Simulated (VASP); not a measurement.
A run of VASP 6.6.1 is set up as follows.

POSCAR

```
Al2Cu
1.0
   -2.9967698710      2.9967698710      2.4016316271
    2.9967698710     -2.9967698710      2.4016316271
    2.9967698710      2.9967698710     -2.4016316271
  Al              Cu
     4     2
Direct
     0.6592538695379426    0.1592538695379428    0.8185077390758926
     0.1592538695379428    0.3407461304620573    0.5000000000000000
     0.3407461304620573    0.8407461304620574    0.1814922609241074
     0.8407461304620574    0.6592538695379426    0.5000000000000000
     0.2500000000000000    0.2500000000000000    0.0000000000000000
     0.7500000000000000    0.7500000000000000    0.0000000000000000
```

File INCAR.step1:

```
SYSTEM = Al2Cu
ALGO = Normal
EDIFF = 1E-8
EDIFFG = -0.002
ENCUT = 600
IBRION = 2
ISIF = 3
ISMEAR = 1
KPAR = 16
LASPH = .True.
LCHARG = .False.
LMIXTAU = .True.
LREAL = .False.
LWAVE = .False.
METAGGA = R2SCAN
NELM = 80
NSW = 40
PREC = Accurate
SIGMA = 0.2
```

The input INCAR.step2:

```
SYSTEM = Al2Cu
ALGO = Normal
EDIFF = 1E-8
ENCUT = 600
IBRION = 6
ISIF = 3
ISMEAR = 1
KPAR = 16
LASPH = .True.
LCHARG = .False.
LMIXTAU = .True.
LREAL = .False.
LWAVE = .False.
METAGGA = R2SCAN
NELM = 80
NFREE = 2
NSW = 1
POTIM = 0.015
PREC = Accurate
SIGMA = 0.2
```

Contents of KPOINTS:

```
k-points
0
Gamma
  14 14 14
  0 0 0
```

Potentials or basis: VASP PAW PBE potentials, release 64 (Al, Cu).

Command:

```sh
$ cat potpaw_PBE.64/Al/POTCAR potpaw_PBE.64/Cu/POTCAR > POTCAR
$ cp INCAR.step1 INCAR
$ mpirun -np 16 vasp_std > vasp.out
$ cp CONTCAR POSCAR
$ cp INCAR.step2 INCAR
$ mpirun -np 16 vasp_std > vasp.out
```

Task: Estimate the Voigt bulk modulus.

Result: 114 GPa.

Task: Estimate the highest phonon frequency at Γ, LO-TO splitting left out.

Result: 335 cm⁻¹.

Phonon frequencies in cm⁻¹ (negative: imaginary):
| q point | frequencies |
| --- | --- |
| (0.000, 0.000, 0.000) | -2 -1 -1 148 148 153 153 191 202 223 259 269 269 284 292 306 306 335 |

Caveat: the PAW data sets were made with another functional, which shifts forces and pressure a little.
